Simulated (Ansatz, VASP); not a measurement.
## Two plane-wave programs on Te2Pt (Moncheite)

```
Pt Te
1.0
     3.98309    0.00000    0.00000
    -1.99154    3.44945    0.00000
     0.00000    0.00000    5.16609
Pt Te
1 2
Direct
  0.00000 0.00000 0.00000
  0.66667 0.33333 0.75000
  0.33333 0.66667 0.25000
```

Change from the starting cell: volume scaled by 0.98.

Alike in both runs: task single point; functional PBEsol; k mesh 8 × 8 × 5; occupations fermi-dirac, width 0.05 eV; no spin polarisation.

```csv
,VASP,Ansatz
version,VASP 6.6.1,Ansatz 0.2.0
potentials or method,"VASP PAW PBE potentials, release 64 (Pt, Te)",Ansatz PAW
plane-wave cutoff (eV),520,420
valence electrons in the cell,22,50
```

```csv
,VASP,Ansatz,Ansatz less VASP
gap on the k mesh at the Fermi level (eV),none,none,-
pressure (GPa),6.6,6.7,+0.07
largest component of the traceless stress (GPa),1.37,1.38,+0.014
rms of the force components (eV/Å),0.474,0.469,-0.0049
```

Atom by atom the forces differ by 0.005 eV/Å (rms over components). A gap of «none» marks a metal or a gap that the smearing closes. The two sets of potentials don't hold the same shells in valence.

Caveats: the PAW data sets were made with another functional, which shifts forces and pressure a little (VASP); the PAW data sets come from PBE, with cores solved anew for the run's functional, which leaves a small shift of forces and pressure (Ansatz). Spin-orbit coupling is left out, which matters for the levels of Pt, Te.
